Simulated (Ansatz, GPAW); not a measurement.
# Ta: 3 runs at one level of theory

```
Ta
1.0
    -1.65128    1.65128    1.65128
     1.65128   -1.65128    1.65128
     1.65128    1.65128   -1.65128
Ta
1
Cartesian
  0.0000 0.0000 0.0000
```

Alike in all runs: task single point; functional PBE; k mesh 11 × 11 × 11; occupations gaussian, width 0.017 eV; no spin polarisation; no spin-orbit coupling. Pressure is positive in compression and, in plane waves, holds the error of the finite cutoff, which Ansatz's Pulay term estimates and takes out.

```csv
program and potentials,plane-wave cutoff (eV),notes,pressure (GPa)
"Ansatz, Ansatz PAW",420,Pulay term of +0.06 GPa included,2.10
"Ansatz, all-electron LAPW, scalar-relativistic",-,-,?
"GPAW, GPAW PAW data sets (gpaw-data 1.2.1)",600,-,2.33
```

**Question.** Estimate from the other rows what the run with Ansatz, all-electron LAPW, scalar-relativistic gave.

**Answer.** Pressure 2.06 GPa. The other rows, which needn't bracket it: pressure 2.10 to 2.33.
